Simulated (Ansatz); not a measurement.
System: La (fcc type), 1 atom in the cell.

```
La
1.0
     0.00000    2.64480    2.64480
     2.64480    0.00000    2.64480
     2.64480    2.64480    0.00000
La
1
Direct
  0.00000 0.00000 0.00000
```

Code and potentials: Ansatz all-electron LAPW. Settings of the plain PBE run: k-mesh 4×4×4 Γ-centred; Fermi–Dirac smearing of 0.15 eV; no spin polarisation; no spin–orbit coupling.

Plain PBE gives:

| Item | Value |
| --- | --- |
| Pressure | 0.83 GPa |

What changes under PBE with spin–orbit coupling?

The pressure stays at 0.83 GPa.

The k-mesh is coarse, so these values belong to this mesh and can lie far from the converged ones. This cubic structure is a model: it isn't the usual form of the substance at ambient conditions, and such phases are metastable or hypothetical.
